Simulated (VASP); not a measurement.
# InP (F-43m) in VASP: a series of runs

One crystal, InP, is run at these levels: PBE; tasks: relaxation of cell and atoms.

Program: VASP 6.6.1. These are calculated values, not measurements. Logs are shortened: lines on timing, memory, paths and dates and some standing lists are left out, and cuts for length are marked.

## 1. The structure

It takes space group F-43m (No. 216, cubic). The conventional cell has a = 5.861 Å, b = 5.861 Å, c = 5.861 Å, α = 90.00°, β = 90.00°, γ = 90.00°. In (site symmetry -43m) is surrounded by 4 P at 2.54 Å. P (site symmetry -43m) is surrounded by 4 In at 2.54 Å.

## 2. Relaxation of cell and atoms, PBE

File INCAR:

```
SYSTEM = InP
PREC = Accurate ; ENCUT = 520
EDIFF = 1E-7 ; ISMEAR = 0
SIGMA = 0.02 ; LREAL = .False.
LASPH = .True. ; NELM = 60
ALGO = Fast ; ISIF = 3
LWAVE = .False. ; LCHARG = .False.
GGA = PE ; IBRION = 2
NSW = 80 ; EDIFFG = -0.002
KPAR = 4
```

File KPOINTS:

```
Automatic mesh
0
Gamma
  10 10 10
  0 0 0
```

File POSCAR:

```
InP
1.0
    0.0000000000      2.9305000000      2.9305000000
    2.9305000000      0.0000000000      2.9305000000
    2.9305000000      2.9305000000      0.0000000000
In P
1 1
Direct
    0.0000000000      0.0000000000      0.0000000000
    0.2500000000      0.2500000000      0.2500000000
```

Potentials or basis: VASP PAW PBE potentials, release 64 (In_d, P).

Run with:

```sh
$ cat potpaw_PBE.64/In_d/POTCAR potpaw_PBE.64/P/POTCAR > POTCAR
$ mpirun -np 4 vasp_std > vasp.out
```

OUTCAR:

```text
SYSTEM = InP
   PREC = Accurate
   ENCUT = 520
   EDIFF = 1E-7
   ISMEAR = 0
   LREAL = .False.
   LASPH = .True.
   NELM = 60
   ISIF = 3
   GGA = PE
   IBRION = 2
   NSW = 80
   EDIFFG = -0.002

 ion  position               nearest neighbor table
   1  0.000  0.000  0.000-   2 2.54   2 2.54   2 2.54   2 2.54
   2  0.250  0.250  0.250-   1 2.54   1 2.54   1 2.54   1 2.54

  LATTYP: Found a face centered cubic cell.
 ALAT       =     5.8610000000

  Lattice vectors:

 A1 = (   0.0000000000,   2.9305000000,   2.9305000000)
 A2 = (   2.9305000000,   0.0000000000,   2.9305000000)
 A3 = (   2.9305000000,   2.9305000000,   0.0000000000)

Analysis of symmetry for initial positions (statically):
=====================================================================
 Subroutine PRICEL returns:
 Original cell was already a primitive cell.

 Routine SETGRP: Setting up the symmetry group for a
 face centered cubic supercell.

 Subroutine GETGRP returns: Found 24 space group operations
 (whereof 24 operations were pure point group operations)
 out of a pool of 48 trial point group operations.

The static configuration has the point symmetry T_d .

Analysis of symmetry for dynamics (positions and initial velocities):
=====================================================================
 Subroutine PRICEL returns:
 Original cell was already a primitive cell.

 Routine SETGRP: Setting up the symmetry group for a
 face centered cubic supercell.

 Subroutine GETGRP returns: Found 24 space group operations
 (whereof 24 operations were pure point group operations)
 out of a pool of 48 trial point group operations.

The dynamic configuration has the point symmetry T_d .

 Subroutine INISYM returns: Found 24 space group operations
 (whereof 24 operations are pure point group operations),
 and found     1 'primitive' translations

----------------------------------------------------------------------------------------

                                     Primitive cell

  volume of cell :      50.3333

  direct lattice vectors                    reciprocal lattice vectors
     0.000000000  2.930500000  2.930500000    -0.170619348  0.170619348  0.170619348
     2.930500000  0.000000000  2.930500000     0.170619348 -0.170619348  0.170619348
     2.930500000  2.930500000  0.000000000     0.170619348  0.170619348 -0.170619348

  length of vectors
     4.144352845  4.144352845  4.144352845     0.295521380  0.295521380  0.295521380

  position of ions in fractional coordinates (direct lattice)
     0.000000000  0.000000000  0.000000000
     0.250000000  0.250000000  0.250000000

  ion indices of the primitive-cell ions
   primitive index   ion index
                 1           1
                 2           2

----------------------------------------------------------------------------------------

 KPOINTS: Automatic mesh

Automatic generation of k-mesh.
 Grid dimensions read from file:
 generate k-points for:   10   10   10

 Generating k-lattice:

  Cartesian coordinates                     Fractional coordinates (reciprocal lattice)
    -0.017061935  0.017061935  0.017061935     0.100000000  0.000000000  0.000000000
     0.017061935 -0.017061935  0.017061935     0.000000000  0.100000000  0.000000000
     0.017061935  0.017061935 -0.017061935     0.000000000  0.000000000  0.100000000

  Length of vectors
     0.029552138  0.029552138  0.029552138

  Shift w.r.t. Gamma in fractional coordinates (k-lattice)
     0.000000000  0.000000000  0.000000000

 Subroutine IBZKPT returns following result:
 ===========================================

 Found     47 irreducible k-points:

 Following reciprocal coordinates:
            Coordinates               Weight
  0.000000  0.000000  0.000000      1.000000
  0.100000  0.000000  0.000000      8.000000
  0.200000  0.000000  0.000000      8.000000
  0.300000  0.000000  0.000000      8.000000
  0.400000  0.000000  0.000000      8.000000
  0.500000  0.000000  0.000000      4.000000
[... 16 lines left out ...]
  0.300000  0.300000  0.000000      6.000000
  0.400000  0.300000  0.000000     24.000000
 [... further k-points ...]
   k-points           NKPTS =     47   k-points in BZ     NKDIM =     47   number of bands    NBANDS=     13
   number of dos      NEDOS =    301   number of ions     NIONS =      2
   total plane-waves  NPLWV =  32768
   dimension x,y,z NGX =    32 NGY =   32 NGZ =   32
   dimension x,y,z NGXF=    64 NGYF=   64 NGZF=   64
   ions per type =               1   1
   NGX,Y,Z   is equivalent  to a cutoff of  12.84, 12.84, 12.84 a.u.
   NGXF,Y,Z  is equivalent  to a cutoff of  25.67, 25.67, 25.67 a.u.
 SYSTEM =  InP
   PREC   = accura    normal or accurate (medium, high low for compatibility)
   ISTART =      0    job   : 0-new  1-cont  2-samecut
   ICHARG =      2    charge: 1-file 2-atom 10-const
   ISPIN  =      1    spin polarized calculation?
   LNONCOLLINEAR =      F non collinear calculations
   LSORBIT =      F    spin-orbit coupling
   LASPH  =      T    aspherical Exc in radial PAW
   ENCUT  =  520.0 eV  38.22 Ry    6.18 a.u.   7.71  7.71  7.71*2*pi/ulx,y,z
   NELM   =     60;   NELMIN=  2; NELMDL= -5     # of ELM steps
   EDIFF  = 0.1E-06   stopping-criterion for ELM
   LREAL  =      F    real-space projection
   EDIFFG = -.2E-02   stopping-criterion for IOM
   NSW    =     80    number of steps for IOM
   IBRION =      2    ionic relax: 0-MD 1-quasi-New 2-CG
   NFREE  =      1    steps in history (QN), initial steepest desc. (CG)
   ISIF   =      3    stress and relaxation
   ISYM   =      2    0-nonsym 1-usesym 2-fastsym
   POTIM  = 0.5000    time-step for ionic-motion
   TEBEG  =    0.0;   TEEND  =   0.0 temperature during run
   PSTRESS=    0.0 pullay stress
   NELECT =      18.0000    total number of electrons
   NUPDOWN=      -1.0000    fix difference up-down
   EMIN   =  10.00;   EMAX   =-10.00  energy-range for DOS
   EFERMI =   0.00;   METHOD = LEGACY
   ISMEAR =     0;   SIGMA  =   0.02  broadening in eV -4-tet -1-fermi 0-gaus
   EFERMI_NEDOS =   21; number of points for ismear=-14 and -15
   IALGO  =     68    algorithm
   IMIX   =      4    mixing-type and parameters
     AMIX     =   0.40;   BMIX     =  1.00
     AMIX_MAG =   1.60;   BMIX_MAG =  1.00
  volume/ion in A,a.u.               =      25.17       169.83
  Fermi-wavevector in a.u.,A,eV,Ry     =   1.162021  2.195901 18.371846  1.350293
  Thomas-Fermi vector in A             =   2.298587
   LORBIT       =      0    0 simple, 1 ext, 2 COOP (PROOUT), +10 PAW based schemes
   GGA     = PE    functional components
   LHFCALC =     F    Hartree Fock is set to
   AEXX    =    0.0000 exact exchange contribution
   IVDW    =     0    specifies the selected vdW correction
   LEPSILON=     F    determine dielectric tensor
   LRPA    =     F    only Hartree local field effects (RPA)
 conjugate gradient relaxation of ions
 non-spin polarized calculation
 RMM-DIIS sequential band-by-band and
 Gauss-broadening in eV      SIGMA  =   0.02
  energy-cutoff  :      520.00
  volume of cell :       50.33
 maximum number of plane-waves:      1380
   NGX = 15   NGY = 15   NGZ = 15

--------------------------------------- Ionic step        1  -------------------------------------------

 number of electron      18.0000005 magnetization

 Free energy of the ion-electron system (eV)
  ---------------------------------------------------
  ext. energy  EPLUGINS =         0.00000000
  ---------------------------------------------------
  free energy    TOTEN  =        -8.38247498 eV

  energy without entropy =       -8.38247498  energy(sigma->0) =       -8.38247498

------------------------ aborting loop because EDIFF is reached ----------------------------------------

  FORCE on cell =-STRESS in cart. coord.  units (eV):
  Direction    XX          YY          ZZ          XY          YZ          ZX
  --------------------------------------------------------------------------------------
  -------------------------------------------------------------------------------------
  Total        1.0336345      1.0336345      1.0336345      0.0000000      0.0000000      0.0000000
  in kB       32.9020084     32.9020084     32.9020084      0.0000000      0.0000000      0.0000000
  external PRESSURE =      32.9020084 kB  Pullay stress =       0.0000000 kB
[... 57 lines left out ...]
  energy  without entropy=       -8.4014415770  energy(sigma->0) =       -8.40144158

--------------------------------------- Ionic step        3  -------------------------------------------

 number of electron      18.0000005 magnetization

 Free energy of the ion-electron system (eV)
  ---------------------------------------------------
  ext. energy  EPLUGINS =         0.00000000
  ---------------------------------------------------
  free energy    TOTEN  =        -8.40729134 eV

  energy without entropy =       -8.40729134  energy(sigma->0) =       -8.40729134

 E-fermi :   4.7656     XC(G=0):  -9.0669

 val. band max:        4.6653692760   @ k =   0.0000   0.0000   0.0000
 cond. band min:       5.1095668808   @ k =   0.0000   0.0000   0.0000
 fundamental gap:      0.4441976048
 Fermi energy:         4.7656497848

 k-point     1 :       0.0000    0.0000    0.0000
  band No.  band energies     occupation
      1      -9.4305      2.00000
      2      -9.4305      2.00000
      3      -9.4305      2.00000
      4      -9.3015      2.00000
      5      -9.3015      2.00000
      6      -6.5268      2.00000
      7       4.6654      2.00000
      8       4.6654      2.00000
      9       4.6654      2.00000
     10       5.1096      0.00000
     11       8.7553      0.00000
     12       8.7553      0.00000
     13       8.7553      0.00000
[... 353 lines left out ...]
 k-point    24 :       0.4000    0.3000    0.0000
  band No.  band energies     occupation
      1      -9.5552      2.00000
      2      -9.3659      2.00000
      3      -9.3632      2.00000
      4      -9.3299      2.00000
      5      -9.2791      2.00000
      6      -4.9911      2.00000
      7       0.0519      2.00000
      8       2.6324      2.00000
      9       2.8805      2.00000
     10       6.9634      0.00000
     11       7.6508      0.00000
     12      11.3755      0.00000
     13      12.0123      0.00000

 [... further k-points ...]

------------------------ aborting loop because EDIFF is reached ----------------------------------------

  FORCE on cell =-STRESS in cart. coord.  units (eV):
  Direction    XX          YY          ZZ          XY          YZ          ZX
  --------------------------------------------------------------------------------------
  -------------------------------------------------------------------------------------
  Total        0.0013661      0.0013661      0.0013661      0.0000000      0.0000000     -0.0000000
  in kB        0.0414012      0.0414012      0.0414012      0.0000000      0.0000000     -0.0000000
  external PRESSURE =       0.0414012 kB  Pullay stress =       0.0000000 kB
[... 17 lines left out ...]
  FREE ENERGIE OF THE ION-ELECTRON SYSTEM (eV)
  ---------------------------------------------------
  free  energy   TOTEN  =        -8.4072913361 eV

  energy  without entropy=       -8.4072913361  energy(sigma->0) =       -8.40729134

 reached required accuracy - stopping structural energy minimisation
```

Run time: 36 s. Hardware: 4 MPI ranks of Intel Xeon Platinum 8488C (Sapphire Rapids), shared host; peak memory 0.19 GiB.

Results:

```
Free energy                            : -8.4073 eV
Relaxed volume                         : 26.43 Å³/atom
Relaxed cell                           : a = 4.213 Å, b = 4.213 Å, c = 4.213 Å, α = 60.00°, β = 60.00°, γ = 60.00°
Space group after relaxing (to 0.05 Å) : F-43m (No. 216)
Energy gained by relaxing              : 12.4 meV/atom
Ionic steps                            : 3
Pressure after relaxing                : 0.0 GPa
Band gap on the k mesh                 : 0.44 eV, direct
```

The path:
| step | energy change (eV) | largest force (eV/Å) | pressure (GPa) | volume (Å³) |
| --- | --- | --- | --- | --- |
| 1 | 0.0000 | 0.0000 | 3.29 | 50.33 |
| 2 | -0.0190 | 0.0000 | -1.39 | 54.19 |
| 3 | -0.0248 | 0.0000 | 0.00 | 52.87 |

Final structure:
```yaml
crystal:
  lattice:
    - [0.00000, 2.97889, 2.97889]
    - [2.97889, 0.00000, 2.97889]
    - [2.97889, 2.97889, 0.00000]
  atoms:
    - { symbol: In, position: [0.00000, 0.00000, 0.00000] }
    - { symbol: P, position: [0.25000, 0.25000, 0.25000] }
```

Caveat: spin-orbit coupling is left out, which moves the levels of the heavy elements. PBE usually gives volumes a little too large and moduli too small.

(Continued in part 2 of 2.)
